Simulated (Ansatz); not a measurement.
# Which site? Ti in place of Al in random wurtzite alloy of AlN and GaN (72 atoms)

Aim: make Ti in place of Al at several sites of random wurtzite alloy of AlN and GaN (72 atoms), relax each, and compare their energies.

Main program and level: Ansatz 0.2.0; Kohn-Sham DFT, PBE, PAW (set soft_2), plane waves.

## 1. The system as given

The cell holds 72 atoms: 22 Al, 36 N and 14 Ga. Cell: a = 9.426 Å, b = 9.426 Å, c = 10.122 Å, α = 90.0°, β = 90.0°, γ = 120.0°. It derives from AlN and GaN (wurtzite), repeated 3×3×2. Wurtzite AlN, 3 x 3 x 2 conventional cells, 14 of 36 Al sites given to Ga at random (x = 0.389), lattice by Vegard's rule (a = 3.142 Å, c = 5.061 Å); not relaxed, displaced by a Gaussian of 0.02 Å.

Structure file:

```xyz
72
Lattice="9.4257 0.0000 0.0000 -4.7129 8.1629 0.0000 0.0000 0.0000 10.1218" Properties=species:S:1:pos:R:3 pbc="T T T"
Al    0.0066    0.0172    0.0108
N    -0.0149    1.8376    0.6105
Al   -0.0002    1.8135    2.5113
N     9.3876    0.0129    3.1255
Ga    0.0060    0.0131    5.0520
N    -0.0258    1.8322    5.6718
Al   -0.0130    1.8282    7.5632
N     0.0060    0.0386    8.1884
Al    7.8342    2.7459    0.0046
N    -1.6152    4.5081    0.6087
Al   -1.5891    4.5274    2.5152
N     7.8377    2.7311    3.1447
Ga   -1.5753    2.7573    5.0249
N    -1.5752    4.5285    5.6790
Al   -1.5954    4.5068    7.5905
N     7.8426    2.7343    8.1909
Al    6.2565    5.4281   10.0948
N    -3.1384    7.2452    0.5894
Al   -3.1610    7.2594    2.5691
N     6.2633    5.4249    3.1304
Ga    6.2400    5.4193    5.0871
N    -3.1375    7.2542    5.6899
Ga   -3.1155    7.2659    7.5820
N    -3.1428    5.4719    8.1689
Al    3.1735    0.0087    0.0057
N     3.1650    1.8181    0.6007
Al    3.1402    1.8535    2.5119
N    -1.5906    8.1533    3.1557
Al   -1.5587    8.1470    5.0818
N     3.1593    1.7905    5.6484
Al    3.1510    1.8122    7.5815
N     3.1270    0.0002    8.2189
Al    1.6066    2.7149   10.1157
N     1.5701    4.5571    0.6207
Al    1.5816    4.5085    2.5211
N     1.5647    2.7496    3.1671
Ga    1.5899    2.7396    5.0829
N     1.5902    4.5892    5.6641
Al    1.6108    4.5679    7.6105
N     1.5816    2.7404    8.1672
Ga   -0.0345    5.4398   10.1102
N    -0.0010    7.2553    0.6566
Al   -0.0135    7.2336    2.5312
N    -0.0141    5.4407    3.1319
Al   -0.0045    5.4329    5.0635
N    -0.0305    7.2505    5.6832
Ga    0.0066    7.2784    7.5792
N     0.0199    5.4668    8.1903
Ga    6.3030    0.0281    0.0182
N     6.2975    1.8380    0.5745
Ga    6.2978    1.8157    2.5135
N     1.5953    8.1477    3.1560
Ga    6.2772    0.0311    5.0876
N     6.2431    1.8435    5.6939
Al    6.3357    1.8003    7.6271
N     6.2848    0.0287    8.2001
Al    4.7055    2.7185   10.1040
N     4.7031    4.5362    0.6304
Al    4.6951    4.5180    2.5217
N     4.7260    2.7150    3.1242
Ga    4.7007    2.7152    5.0286
N     4.7167    4.5565    5.6761
Al    4.6949    4.5294    7.5798
N     4.7032    2.7064    8.2129
Ga    3.1320    5.4405    0.0161
N     3.1449    7.3153    0.6044
Ga    3.1397    7.2360    2.5246
N     3.1607    5.4336    3.1349
Al    3.1700    5.3948    5.0901
N     3.1674    7.2493    5.6295
Ga    3.1326    7.2622    7.5786
N     3.1233    5.4339    8.1986
```

What the set-up can't give: Sampling is at Γ alone, for a cell whose shortest periodic width is 8 Å.

## 2. Single point at the start

The forces at the start show how far the geometry lies from a minimum of this functional.

Contents of input.yaml:

```yaml
crystal:
  lattice:
    - [9.4257, 0.0, 0.0]
    - [-4.71285, 8.1629, 0.0]
    - [0.0, 0.0, 10.1218]
  atoms:
    - { symbol: Al, position: [0.00176, 0.00211, 0.00107] }
    - { symbol: "N", position: [0.11097, 0.22511, 0.06032] }
    - { symbol: Al, position: [0.11106, 0.22216, 0.24811] }
    - { symbol: "N", position: [0.99675, 0.00158, 0.30879] }
    - { symbol: Ga, position: [0.00144, 0.00161, 0.49912] }
    - { symbol: "N", position: [0.10949, 0.22446, 0.56035] }
    - { symbol: Al, position: [0.11061, 0.22397, 0.74722] }
    - { symbol: "N", position: [0.003, 0.00473, 0.80899] }
    - { symbol: Al, position: [0.99935, 0.33639, 0.00045] }
    - { symbol: "N", position: [0.10477, 0.55227, 0.06014] }
    - { symbol: Al, position: [0.10872, 0.55463, 0.24849] }
    - { symbol: "N", position: [0.99881, 0.33457, 0.31069] }
    - { symbol: Ga, position: [0.00176, 0.33778, 0.49644] }
    - { symbol: "N", position: [0.11027, 0.55477, 0.56107] }
    - { symbol: Al, position: [0.10679, 0.55211, 0.74992] }
    - { symbol: "N", position: [0.99953, 0.33497, 0.80923] }
    - { symbol: Al, position: [0.99626, 0.66497, 0.99733] }
    - { symbol: "N", position: [0.11083, 0.88758, 0.05823] }
    - { symbol: Al, position: [0.1093, 0.88932, 0.25382] }
    - { symbol: "N", position: [0.99678, 0.66458, 0.30927] }
    - { symbol: Ga, position: [0.99397, 0.6639, 0.50259] }
    - { symbol: "N", position: [0.11147, 0.88868, 0.56214] }
    - { symbol: Ga, position: [0.11452, 0.89011, 0.74908] }
    - { symbol: "N", position: [0.00174, 0.67034, 0.80706] }
    - { symbol: Al, position: [0.33722, 0.00106, 0.00056] }
    - { symbol: "N", position: [0.44715, 0.22273, 0.05935] }
    - { symbol: Al, position: [0.44669, 0.22707, 0.24817] }
    - { symbol: "N", position: [0.33066, 0.99882, 0.31177] }
    - { symbol: Al, position: [0.33366, 0.99805, 0.50206] }
    - { symbol: "N", position: [0.44485, 0.21934, 0.55804] }
    - { symbol: Al, position: [0.4453, 0.22201, 0.74903] }
    - { symbol: "N", position: [0.33176, 2.0e-05, 0.812] }
    - { symbol: Al, position: [0.33674, 0.33259, 0.9994] }
    - { symbol: "N", position: [0.44571, 0.55827, 0.06132] }
    - { symbol: Al, position: [0.44396, 0.55232, 0.24908] }
    - { symbol: "N", position: [0.33442, 0.33684, 0.3129] }
    - { symbol: Ga, position: [0.33648, 0.33561, 0.50217] }
    - { symbol: "N", position: [0.44981, 0.5622, 0.55959] }
    - { symbol: Al, position: [0.45069, 0.55959, 0.75189] }
    - { symbol: "N", position: [0.33565, 0.33571, 0.80689] }
    - { symbol: Ga, position: [0.32954, 0.66641, 0.99885] }
    - { symbol: "N", position: [0.4443, 0.88882, 0.06487] }
    - { symbol: Al, position: [0.44164, 0.88615, 0.25007] }
    - { symbol: "N", position: [0.33176, 0.66652, 0.30942] }
    - { symbol: Al, position: [0.3323, 0.66556, 0.50026] }
    - { symbol: "N", position: [0.44088, 0.88823, 0.56148] }
    - { symbol: Ga, position: [0.44652, 0.89164, 0.7488] }
    - { symbol: "N", position: [0.33697, 0.66971, 0.80917] }
    - { symbol: Ga, position: [0.67042, 0.00344, 0.0018] }
    - { symbol: "N", position: [0.7807, 0.22517, 0.05676] }
    - { symbol: Ga, position: [0.77937, 0.22243, 0.24833] }
    - { symbol: "N", position: [0.66832, 0.99814, 0.3118] }
    - { symbol: Ga, position: [0.66787, 0.00381, 0.50264] }
    - { symbol: "N", position: [0.77527, 0.22584, 0.56254] }
    - { symbol: Al, position: [0.78245, 0.22055, 0.75353] }
    - { symbol: "N", position: [0.66853, 0.00352, 0.81014] }
    - { symbol: Al, position: [0.66573, 0.33303, 0.99824] }
    - { symbol: "N", position: [0.77682, 0.55571, 0.06228] }
    - { symbol: Al, position: [0.77486, 0.55348, 0.24914] }
    - { symbol: "N", position: [0.6677, 0.3326, 0.30866] }
    - { symbol: Ga, position: [0.66503, 0.33263, 0.49681] }
    - { symbol: "N", position: [0.77951, 0.5582, 0.56078] }
    - { symbol: Al, position: [0.77554, 0.55488, 0.74886] }
    - { symbol: "N", position: [0.66475, 0.33155, 0.81141] }
    - { symbol: Ga, position: [0.66553, 0.66649, 0.00159] }
    - { symbol: "N", position: [0.78173, 0.89616, 0.05971] }
    - { symbol: Ga, position: [0.77632, 0.88645, 0.24942] }
    - { symbol: "N", position: [0.66815, 0.66564, 0.30972] }
    - { symbol: Al, position: [0.66676, 0.66089, 0.50288] }
    - { symbol: "N", position: [0.78008, 0.88808, 0.55618] }
    - { symbol: Ga, position: [0.77718, 0.88966, 0.74874] }
    - { symbol: "N", position: [0.6642, 0.66568, 0.80999] }
kpoints:
  mp_grid: { grid: [1, 1, 1] }
hamiltonian:
  xc: pbe
scf:
  occupations: { method: fermi_dirac, width: 0.025 }
output:
  forces: true
```

Started as:

```bash
$ ansatz run input.yaml --threads 4 --pin off --max-ram 8192MiB --backend cpu --events-out ev --progress --plain --runs-dir out
```

Output:

```text
[...]
Pseudopotentials: kind: paw
Pseudopotential: Al, paw, valence charge 3, recommended cutoff 420 eV (normal), Al.paw.azcp
Pseudopotential: N, paw, valence charge 5, recommended cutoff 420 eV (normal), N.paw.azcp
Pseudopotential: Ga, paw, valence charge 13, recommended cutoff 420 eV (normal), Ga.paw.azcp
[... 5 lines on functional and potentials left out ...]
Crystal: 72 atoms, lattice volume = 778.782 Å³
Basis set: ecut = 420 eV, 15249 PW (Γ), exchange–correlation on 128×128×144 points (8 copies of the dense FFT grid, shifted against one another)
Bands: 286, of which v1, the nominal top of the filled ones, is band 214 counted from 1 (213 counted from 0)
Symmetry: 1 space group operations
Space group: P1 (ITA 1), of the structure as read, at distance tolerance 9.2e-5 Å
k-points: 1
[... 7 lines on functional and potentials left out ...]
Initial density: superposition of atomic densities (neutral atoms: chi_scale 0, normalization atom), corrected by the library's trained network
Initial wavefunctions: pseudopotential atomic-orbital guess
[...]
SCF iter   1: F=—  HF=-78678.229116 eV  |F-HF|=—  |Δ(HF+E_count)|=         —  Δρ=4.64e-3  dr2=1.82e-1  ethr=1.77e-3  ⟨swp⟩=6.0  Hψ=1235  notcnv=0  defer=9
preconditioner: auto → Resta (q_TF=auto, 2.469 Å⁻¹)  ε∞=4.3  [insulator: Δε(μ)=3.182 eV  Ē_g=15.250 eV  σ=0.025 eV  W_gap=1.00  n_scr=210 (ndim 8)  ℏωp=27.5 eV  f_vac=0.000  D(μ)=0.00/eV (n_scr^D=0)  ε∞_Penn≈4.3]
SCF iter   2: F=—  HF=-78678.186441 eV  |F-HF|=—  |Δ(HF+E_count)|=   4.27e-2  Δρ=1.89e-3  dr2=2.07e-2  ethr=4.25e-5  ⟨swp⟩=2.0  Hψ=548  notcnv=0  defer=65
SCF iter   3: F=—  HF=-78678.186573 eV  |F-HF|=—  |Δ(HF+E_count)|=   1.32e-4  Δρ=8.79e-4  dr2=5.58e-3  ethr=4.84e-6  ⟨swp⟩=1.0  Hψ=221  notcnv=0  defer=27
automatic band count: iteration 3 solves 248 bands in place of 286: the levels show a gap, and the empty bands left out lie too high to hold charge; the band table lists the bands solved (type scf.n_extra_bands for more)
SCF iter   4: F=—  HF=-78678.187262 eV  |F-HF|=—  |Δ(HF+E_count)|=   6.89e-4  Δρ=2.11e-4  dr2=2.88e-4  ethr=1.30e-6  ⟨swp⟩=3.0  Hψ=435  notcnv=0  defer=27
SCF iter   5: F=—  HF=-78678.187208 eV  |F-HF|=—  |Δ(HF+E_count)|=   5.44e-5  Δρ=9.47e-5  dr2=5.21e-5  ethr=6.73e-8  ⟨swp⟩=2.0  Hψ=434  notcnv=0  defer=27
SCF iter   6: F=—  HF=-78678.185489 eV  |F-HF|=—  |Δ(HF+E_count)|=   1.72e-3  Δρ=2.94e-5  dr2=6.79e-6  ethr=1.22e-8  ⟨swp⟩=2.0  Hψ=462  notcnv=0  defer=27
SCF iter   7: F=—  HF=-78678.185491 eV  |F-HF|=—  |Δ(HF+E_count)|=   1.91e-6  Δρ=1.04e-5  dr2=7.47e-7  ethr=1.59e-9  ⟨swp⟩=2.0  Hψ=428  notcnv=0  defer=27
SCF iter   8: F=-78678.185491 eV  HF=-78678.185491 eV  |F-HF|=1.54e-8  |Δ(HF+E_count)|=   2.86e-7  Δρ=2.44e-6  dr2=5.23e-8  ethr=2.34e-11  ⟨swp⟩=4.0  Hψ=887  notcnv=0
SCF 1 converged in 8 iterations: F = -78678.185491 eV  dr2 = 5.23e-8
[...]
SCF converged after 8 iterations
Free energy (F): -78678.185491 eV
Harris-Foulkes:  -78678.185491 eV  (|F-HF|=1.54e-8)
Internal energy: -78678.185491 eV  (E = F + TS)
E sigma→0 (E₀):  -78678.185491 eV
Fermi energy:    9.908400 eV
--- Per-component energies (eV) ---
[...]
Σ components = -78678.185491   (vs F -78678.185491, Δ=0.00e0)
--- Forces (eV/Å), atoms counted from 1 ---
  atom   1  Al     0.25391364    -0.00110071    -0.31673321
  atom   2  N      0.44901629     0.11280702    -0.23094794
  atom   3  Al    -0.15665137     0.20329453     0.45005358
  atom   4  N      1.49317668     0.55535361    -0.58263727
[...]
atom  72  N      0.77411477    -0.39805239    -0.43870835
  max |Σ_I F_I| component: 2.71e-4 eV/Å
```

It took 8.2 s on 4 threads of Arm Neoverse V1, shared host; peak memory 0.98 GiB; 28 s of CPU time.

The column dr2 measures how far the density is from self-consistency, as an energy; F and HF (Harris–Foulkes) agree once it is small.

The r.m.s. force at the start is 0.56 eV/Å.

## 3. Relaxation

The atoms are relaxed in the fixed cell, aiming at the force tolerance of the input.

Contents of input.yaml:

```yaml
crystal:
  lattice:
    - [9.4257, 0.0, 0.0]
    - [-4.71285, 8.1629, 0.0]
    - [0.0, 0.0, 10.1218]
  atoms:
    [... the 72 atom lines of step 2 ...]
kpoints:
  mp_grid: { grid: [1, 1, 1] }
hamiltonian:
  xc: pbe
scf:
  occupations: { method: fermi_dirac, width: 0.025 }
output:
  forces: true
relax:
  f_tol: 0.05
  max_steps: 120
```

Output:

```text
[...]
Crystal: 72 atoms, lattice volume = 778.782 Å³
Basis set: ecut = 420 eV, 15249 PW (Γ), exchange–correlation on 128×128×144 points (8 copies of the dense FFT grid, shifted against one another)
Bands: 286, of which v1, the nominal top of the filled ones, is band 214 counted from 1 (213 counted from 0)
Symmetry: 1 space group operations
[...]
k-points: 1
[...]
SCF iter   1: F=—  HF=-78678.229115 eV  |F-HF|=—  |Δ(HF+E_count)|=         —  Δρ=4.64e-3  dr2=1.82e-1  ethr=1.77e-3  ⟨swp⟩=6.0  Hψ=1235  notcnv=0  defer=9
[...]
SCF iter   6: F=-78678.185488 eV  HF=-78678.185489 eV  |F-HF|=4.21e-7  |Δ(HF+E_count)|=   1.78e-5  Δρ=2.82e-5  dr2=6.30e-6  ethr=1.21e-8  ⟨swp⟩=2.0  Hψ=964  notcnv=0
SCF 1 converged in 6 iterations: F = -78678.185488 eV  dr2 = 6.30e-6
[...]
relax step   1: F+E_penalty+E_count = -78678.18548845 eV  Δ(F+E_penalty+E_count) = +0.000e0 eV  max|allowed force component| = 1.812e0 eV/Å  Δτ_max = 0.0000 Å  (6 SCF iters, dr2 threshold 6.25e-5 eV, accepted)
[...]
relax step   2: F+E_penalty+E_count = -78679.35164239 eV  Δ(F+E_penalty+E_count) = -1.166e0 eV  max|allowed force component| = 7.910e-1 eV/Å  Δτ_max = 0.0609 Å  (6 SCF iters, dr2 threshold 1.00e-4 eV, accepted)
[...]
relax step   3: F+E_penalty+E_count = -78679.69410161 eV  Δ(F+E_penalty+E_count) = -3.425e-1 eV  max|allowed force component| = 5.508e-2 eV/Å  Δτ_max = 0.0417 Å  (6 SCF iters, dr2 threshold 3.91e-5 eV, accepted)
[...]
relax step   4: F+E_penalty+E_count = -78679.69533280 eV  Δ(F+E_penalty+E_count) = -1.231e-3 eV  max|allowed force component| = 6.205e-3 eV/Å  Δτ_max = 0.0035 Å  (6 SCF iters, accepted)
SCF converged after 6 iterations
Free energy (F): -78679.695333 eV
[...]
Internal energy: -78679.695333 eV  (E = F + TS)
E sigma→0 (E₀):  -78679.695333 eV
Fermi energy:    9.852206 eV
[...]
--- Forces (eV/Å), atoms counted from 1 ---
  atom   1  Al    -0.00270402    -0.00239529    -0.00446739
  atom   2  N      0.00270526     0.00082639    -0.00079076
  atom   3  Al    -0.00161755    -0.00282162     0.00463732
  atom   4  N      0.00216472     0.00292177    -0.00398695
  atom   5  Ga     0.00022148    -0.00348843     0.00381410
  atom   6  N      0.00212988     0.00112266    -0.00034159
  atom   7  Al     0.00060460    -0.00333588    -0.00270548
  atom   8  N     -0.00011680     0.00031695     0.00307150
  atom   9  Al    -0.00173395     0.00053268    -0.00299350
  atom  10  N      0.00086538    -0.00095374     0.00219460
  atom  11  Al     0.00008641     0.00007497     0.00313946
  atom  12  N      0.00265004     0.00079240    -0.00506019
  atom  13  Ga    -0.00157492     0.00062516     0.00297183
  atom  14  N      0.00067151    -0.00031162     0.00011850
[...]
atom  71  Ga    -0.00027079     0.00136799    -0.00273037
  atom  72  N      0.00115520    -0.00181177     0.00359472
  max |Σ_I F_I| component: 3.18e-5 eV/Å
--- Relaxed structure (4 steps of the walk, 4 accepted, 0 SCFs on fresh bases) ---
  F+E_penalty+E_count = -78679.69533280 eV   max|allowed force component| = 6.205e-3 eV/Å
  atoms:
    - { symbol: Al, position: [0.00273705, 0.00176616, 0.00154135] }
    - { symbol: N, position: [0.111683, 0.223686, 0.058080] }
    - { symbol: Al, position: [0.113135, 0.224238, 0.246647] }
    - { symbol: N, position: [1.006787, 0.00438934, 0.304199] }
[...]
- { symbol: N, position: [0.663301, 0.661173, 0.805983] }
```

Run time: 23 s. Hardware: 4 threads; peak memory 0.98 GiB; 81 s of CPU time.

The relaxation converged after 4 steps, 1.51 eV below its start, with a largest force component of 0.0062 eV/Å.

## 4. Single point at the relaxed geometry

The electronic structure is read at the final geometry, in a run of its own.

Contents of input.yaml:

```yaml
crystal:
  lattice:
    - [9.4257, 0.0, 0.0]
    - [-4.71285, 8.1629, 0.0]
    - [0.0, 0.0, 10.1218]
  atoms:
    - { symbol: Al, position: [0.00274, 0.00177, 0.00154] }
    - { symbol: "N", position: [0.11168, 0.22369, 0.05808] }
    - { symbol: Al, position: [0.11314, 0.22424, 0.24665] }
    - { symbol: "N", position: [0.00679, 0.00439, 0.3042] }
    - { symbol: Ga, position: [0.00221, 0.00195, 0.49791] }
    - { symbol: "N", position: [0.11174, 0.2229, 0.56772] }
    [... 60 atom lines left out ...]
    - { symbol: Ga, position: [0.77757, 0.8873, 0.24913] }
    - { symbol: "N", position: [0.66387, 0.66074, 0.31214] }
    - { symbol: Al, position: [0.66556, 0.66542, 0.50038] }
    - { symbol: "N", position: [0.7763, 0.88451, 0.55576] }
    - { symbol: Ga, position: [0.77909, 0.88932, 0.74883] }
    - { symbol: "N", position: [0.6633, 0.66117, 0.80598] }
kpoints:
  mp_grid: { grid: [1, 1, 1] }
hamiltonian:
  xc: pbe
scf:
  occupations: { method: fermi_dirac, width: 0.025 }
output:
  forces: true
  stress: true
  populations: intrinsic
  dos:
    method: { smearing: { sigma: 0.08 } }
    de: 0.1
    projected: { site_lists: { Al: [Al], Ga: [Ga], "N": ["N"] } }
  eigenvalues: true
  write_density: true
  write_potential: true
  volumetric_format: npy
```

Output:

```text
[...]
Crystal: 72 atoms, lattice volume = 778.782 Å³
Basis set: ecut = 420 eV, 15249 PW (Γ), exchange–correlation on 128×128×144 points (8 copies of the dense FFT grid, shifted against one another)
Bands: 286, of which v1, the nominal top of the filled ones, is band 214 counted from 1 (213 counted from 0)
Symmetry: 1 space group operations
[...]
k-points: 1
[...]
SCF iter   1: F=—  HF=-78679.731644 eV  |F-HF|=—  |Δ(HF+E_count)|=         —  Δρ=4.58e-3  dr2=1.67e-1  ethr=1.77e-3  ⟨swp⟩=6.0  Hψ=1157  notcnv=0  defer=10
[...]
SCF iter   8: F=-78679.695331 eV  HF=-78679.695331 eV  |F-HF|=1.09e-8  |Δ(HF+E_count)|=   1.78e-7  Δρ=2.20e-6  dr2=3.94e-8  ethr=2.34e-11  ⟨swp⟩=17.0  Hψ=2355  notcnv=0
SCF 1 converged in 8 iterations: F = -78679.695331 eV  dr2 = 3.94e-8
[...]
SCF converged after 8 iterations
Free energy (F): -78679.695331 eV
[...]
Internal energy: -78679.695331 eV  (E = F + TS)
E sigma→0 (E₀):  -78679.695331 eV
Fermi energy:    9.852175 eV
[...]
--- Forces (eV/Å), atoms counted from 1 ---
  atom   1  Al    -0.00270995    -0.00299778    -0.00379099
  atom   2  N      0.00330681     0.00049400    -0.00033572
  atom   3  Al    -0.00351687    -0.00298499     0.00413454
  atom   4  N      0.00181827     0.00315591    -0.00411233
  atom   5  Ga    -0.00046103    -0.00310220     0.00386901
  atom   6  N      0.00228319     0.00110239     0.00003149
  atom   7  Al     0.00093982    -0.00389548    -0.00317971
  atom   8  N     -0.00054180    -0.00004629     0.00217834
  atom   9  Al    -0.00157599     0.00083646    -0.00265772
  atom  10  N      0.00196037    -0.00161789     0.00248664
  atom  11  Al     0.00100475    -0.00042780     0.00372416
  atom  12  N      0.00324564     0.00064345    -0.00553343
  atom  13  Ga    -0.00105000     0.00104694     0.00248995
  atom  14  N      0.00072972    -0.00067226     0.00120066
[...]
atom  71  Ga     0.00127091     0.00090093    -0.00261986
  atom  72  N      0.00037356    -0.00115912     0.00379502
  max |Σ_I F_I| component: 1.55e-4 eV/Å
--- Stress (GPa, compression-positive) ---
        5.185330      -0.003652      -0.004857
       -0.003652       5.141313      -0.018814
       -0.004857      -0.018831       3.708217
  P = ⅓ Tr σ = 4.6783 GPa (46.783 kbar)
--- Band table (eV) ---
[...]
--- intrinsic populations: 72 sites ---
  site symbol       q [e]
     0     Al      1.8779
     1      N      6.1017
     2     Al      1.8807
[...]
71      N      5.9470
  spilling = 0.000000 (of n_electrons = 428.000000)
```

Run time: 12 s. Hardware: 4 threads; peak memory 1 GiB.

Read from the output:

| Property | Result |
| --- | --- |
| free energy | -78679.6953 eV |
| free energy per atom | -1092.7735 eV/atom |
| SCF cycles | 8 |
| pressure | 4.678 GPa |
| r.m.s. force component | 0.0025 eV/Å |
| longest force | 0.00713 eV/Å |
| Fermi energy | 9.852 eV |
| gap (highest filled to lowest empty level) | 3.164 eV |

(Part 1 of 2 ends here.)

[Long decimals in the printed logs are rounded to 6 places.]

[Logs are printed without paths, hosts, clocks, repeated set-up lines and the standing remarks that a program may print on its own settings, such as how far it seeks lower states.]

[Hosts, paths, dates, database ids (printed as entryN), source tags and the programs' standing remarks are cut or masked in the printed files.]
